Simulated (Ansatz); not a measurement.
**CdI2: band gap under strain**

How does strain move the band edges of CdI2 built on the CdI2 prototype, and do the functionals agree on it? States: no strain; -5.0 % equal strain in all directions; -1.0 % biaxial strain in x and y, free along z.

Program: Ansatz 0.2.0. PAW datasets, plane waves. No spin polarisation and no zero-point or thermal motion.

## (1) Starting point

The unstrained cell was relaxed with r2SCAN+rVV10; in each strained cell the atoms were relaxed again with r2SCAN+rVV10. Names of k-points are those of the unstrained zone, where strain can split equivalent points. First state: no strain.

The symmetry is P-3m1 (No. 164, trigonal); a = 4.247 Å, c = 6.895 Å in the conventional setting, 35.90 Å³ an atom. Near Cd stand 6 I at 2.99 Å; near I stand 3 Cd at 2.99 Å.

Structure file:

```
Cd I
1.0
     4.24701    0.00000    0.00000
    -2.12350    3.67802    0.00000
     0.00000    0.00000    6.89503
Cd I
1 2
Direct
  0.00000 0.00000 0.00000
  0.33333 0.66667 0.24939
  0.66667 0.33333 0.75061
```

## (2) No strain: PBE

File input.yaml:

```yaml
crystal:
  lattice:
    - [4.2470087284, 0.0, 0.0]
    - [-2.1235043642, 3.6780174489, 0.0]
    - [0.0, 0.0, 6.8950251473]
  atoms:
    - { symbol: Cd, position: [0.0, 0.0, 0.0] }
    - { symbol: I, position: [0.3333333333, 0.6666666667, 0.2493934756] }
    - { symbol: I, position: [0.6666666667, 0.3333333333, 0.7506065244] }
kpoints:
  mp_grid: { grid: [12, 12, 4] }
  band_path:
    path:
      - [0.0, 0.0, 0.0]
      - [0.5, 0.0, 0.0]
      - [0.3333333333, 0.3333333333, 0.0]
      - [0.0, 0.0, 0.5]
      - [0.5, 0.0, 0.5]
      - [0.3333333333, 0.3333333333, 0.5]
      - [-0.119792, 0.119792, 0.213542]
      - [0.0, 0.455729, 0.359375]
    npoints: 1
hamiltonian:
  xc: pbe
scf:
  occupations: { method: fermi_dirac, width: 0.02 }
  n_extra_bands: 4
output:
  forces: true
  stress: true
  eigenvalues: true
  write_density: true
  write_potential: true
  elf: true
  volumetric_format: npy
```

Command:

```
$ ansatz run input.yaml --threads 4 --pin off --max-ram 4608MiB --backend cpu --events-out ev --progress --plain --runs-dir out
```

The runs that follow: No strain: r2SCAN; No strain: HSE06; -5.0 % equal strain in all directions: PBE; -5.0 % equal strain in all directions: r2SCAN; -5.0 % equal strain in all directions: HSE06; -1.0 % biaxial strain in x and y, free along z: PBE; -1.0 % biaxial strain in x and y, free along z: r2SCAN; -1.0 % biaxial strain in x and y, free along z: HSE06.

Before running it: what results should come out?

As calculated:

Least gap in eV (negative: overlap), with the change from the unstrained cell in brackets:

| state | volume change (%) | PBE | r2SCAN | HSE06 |
| --- | --- | --- | --- | --- |
| no strain | +0.0 | 2.33 | 2.78 | 3.28 |
| -5.0 % equal strain in all directions | -14.3 | 2.02 (-0.31) | 2.49 (-0.29) | 2.97 (-0.31) |
| -1.0 % biaxial strain in x and y, free along z | -1.3 | 2.27 (-0.06) | 2.72 (-0.06) | 3.23 (-0.05) |

What this shows: The largest move of the HSE06 gap in the table is -0.314 eV, under -5.0 % equal strain in all directions. PBE and HSE06 differ by 0.96 eV on the unstrained gap, and by at most 0.01 eV on its change: PBE follows the response to strain far better than the gap itself. Spin-orbit coupling is left out of the table, though the cell holds I (Z = 53); in an element this heavy it can shift bands and gaps by tenths of an eV.
